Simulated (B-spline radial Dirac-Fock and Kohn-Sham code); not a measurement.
## K-line shifts caused by a second vacancy in Kr

System: atomic krypton, configuration 1s2 2s2 2p6 3s2 3p6 3d10 4s2 4p6.

The run's input, task.json:

```json
{"items": [{
  "Z": 36,
  "q": 0,
  "cfg": [[1, 0, 2], [2, 0, 2], [2, 1, 6], [3, 0, 2], [3, 1, 6], [3, 2, 10], [4, 0, 2], [4, 1, 6]],
  "A": 84,
  "rrms": 4.1884,
  "do": ["binding", "quiet", "double"]
}]}
```

Run with: `python xray_run.py task.json out`

Model: ΔSCF Dirac-Fock with Breit, self-energy and vacuum polarisation, finite nucleus, configuration average. Program: a radial B-spline solver. Each two-hole energy is an average over J within one jj subconfiguration, not an observable level; in light atoms, where LS coupling holds, the j-resolved values are not observed lines, and for a K spectator the Kα1 hypersatellite is nearly forbidden. Correlation and solid-state effects are left out.

Lines without a spectator: Kα2 (K-L2) 12593.9 eV, Kα1 (K-L3) 12646.8 eV, Kβ3 (K-M2) 14101.1 eV, Kβ1 (K-M3) 14109.1 eV. Shifts in eV with one spectator hole (a dash: not computed, or left out as unreliable):

```
spectator hole     Kα2     Kα1     Kβ3     Kβ1
        K (1s)  +390.6  +396.7  +491.7  +492.8
    L2 (2p1/2)   +39.0   +48.2       –  +105.4
    L3 (2p3/2)   +42.1   +40.9   +98.8       –
    M2 (3p1/2)       –   +3.79   +8.88  +11.39
    M3 (3p3/2)   +3.14       –  +10.28   +9.72
    M4 (3d3/2)   -0.40   -1.87       –       –
    M5 (3d5/2)   -2.03   -1.06       –       –
```

With n spectator holes in 2p, averaged over the 2p shell (energies in eV):

```tsv
n	KαLⁿ	step	hypersatellite KαʰLⁿ
0	12629.1	–	13023.8
1	12672.2	+43.0	13068.1
2	12716.3	+44.1	13113.5
3	12761.6	+45.3	13160.0
4	12808.0	+46.4	13207.6
5	12855.5	+47.5	13256.5
```
